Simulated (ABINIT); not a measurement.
A calculation with ABINIT 10.8.3 (patched build) of Ta (ASE script, structure typed inline):

Contents of run.py:

```python
import json, os
import numpy as np
from ase.units import GPa
from ase.calculators.abinit import Abinit, AbinitProfile
from ase import Atoms

atoms = Atoms(['Ta'],
              cell=[[-1.71384034, 1.6638007, 1.605951], [1.69320357, -1.68230212, 1.60381565], [1.68622365, 1.65468543, -1.62445243]],
              scaled_positions=[[0.0, 0.0, 0.0]],
              pbc=True)

profile = AbinitProfile(command='abinit', pp_paths=[os.path.abspath('pseudos')])
params = dict(
    pps='pawxml', xc='PBE',
    chksymtnons=0,
    tolsym=1e-06,
    ecut=517.0163,
    pawecutdg=1034.0327,
    pawxcdev=0,
    kptopt=1,
    ngkpt=[11, 11, 11],
    nshiftk=1,
    shiftk=[0.0, 0.0, 0.0],
    ixc=11,
    nband=11,
    occopt=3,
    tsmear=0.05,
    nstep=100,
    tolvrs=1e-09,
    prtwf=0,
    prtden=0,
)

atoms.calc = Abinit(profile=profile, directory='run', **params)
energy = atoms.get_potential_energy()
forces = atoms.get_forces()
stress = atoms.get_stress()
print(f'energy {energy:.6f} eV')
print('forces (eV/A)')
print(np.round(forces, 5))
print('stress (GPa, Voigt, tension positive)', np.round(stress / GPa, 4))
json.dump(dict(energy=energy, forces=forces.tolist(), stress=stress.tolist(), cell=atoms.cell.tolist(), frac=atoms.get_scaled_positions(wrap=False).tolist()), open('results.json', 'w'))
```

Potentials or basis: JTH PAW PBE v2.0.

Launch:

```sh
$ python run.py
```

Problem. Write the same calculation in another form: native input, structure typed inline.

Solution. As run:

The input run.abi:

```
# Pseudopotentials
pp_dirpath "./"
pseudos "Ta.GGA_PBE-JTH.xml"

# Structure
acell 2.8782911762 2.8756396491 2.8670855877 Angstrom
rprim
    -0.5954367488     0.5780515584     0.5579529317
     0.5888093699    -0.5850184047     0.5577248354
     0.5881316056     0.5771315084    -0.5665866540
ntypat 1
znucl 73
natom 1
typat 1
xcart
     0.0000000000     0.0000000000     0.0000000000 Angstrom
chkprim 0
chksymtnons 0
tolsym 1.0e-6

# Plane-wave basis
ecut 19.0
pawecutdg 38.0
pawxcdev 0

# k points
kptopt 1
ngkpt 11 11 11
nshiftk 1
shiftk 0.0 0.0 0.0

# Exchange and correlation
ixc 11

# Bands and occupations
nband 11
occopt 3
tsmear 0.05 eV

# SCF cycle
nstep 100
tolvrs 1.0e-9

# Output
iomode 3
prtwf 0
prtden 0
prteig 0
prtebands 0
enunit 1
```

Potentials or basis: JTH PAW PBE v2.0.

Run with:

```console
$ abinit run.abi > log 2>&1
```

Both were run:

|  | ASE script, structure typed inline | native input, structure typed inline |
| --- | --- | --- |
| Pressure | 2.9 GPa | 2.9 GPa |
| Band gap on the k mesh | none (metal or under the smearing width) | none (metal or under the smearing width) |
| Valence electrons inside the program's atomic spheres | Ta 10.64 (radii [1.2805] Å) | Ta 10.64 (radii [1.2805] Å) |

Keys that steer only the numerical path or the files written may differ.
